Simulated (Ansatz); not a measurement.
Runs of Ansatz 0.2.0 on Bi2TeSe2 (Skippenite). Symmetry: R-3m, No. 166, trigonal system. Conventional cell: a = 4.183 Å, b = 4.183 Å, c = 29.137 Å, α = 90.00°, β = 90.00°, γ = 120.00°. Bi (site symmetry 3m) is surrounded by 3 Se at 2.93 Å and 3 Te at 3.06 Å. Te (site symmetry -3m) is surrounded by 6 Bi at 3.06 Å. Se (site symmetry 3m) is surrounded by 3 Bi at 2.93 Å. 

```tsv
level	gap on the mesh (eV)	pressure (GPa)	relaxed volume (Å³/atom)
PBEsol	(b)	0.0	29.83
PBEsol+D3(BJ)	(a)	0.0	28.24
PBEsol+D3(BJ)-ATM	0.44	0.0	(c)
PBEsol+D4	0.45	0.0	28.79
```

Alike in all rows: task relaxation of cell and atoms; potentials or basis Ansatz PAW; no spin polarisation; cell relaxed; k mesh 7 × 7 × 7; cutoff (eV) 420; smearing fermi-dirac 0.05 eV.

Problem. Fill in the values left out.

Solution. (a) 0.43; (b) 0.50; (c) 28.40.

Caveats: odd divisions of the mesh miss points on the zone boundary, where band edges often lie, so the gap on the mesh can be too wide; the plane-wave basis is chosen anew once the cell has moved, so the energies of steps on either side of that aren't comparable; spin-orbit coupling is left out, which as a rule narrows the gap of such compounds by several tenths of an eV; the PAW data sets come from PBE, with cores solved anew for the run's functional, which leaves a small shift of forces and pressure.

A k mesh can miss the band edges, and the runs leave out spin-orbit coupling on Bi, Se, Te.
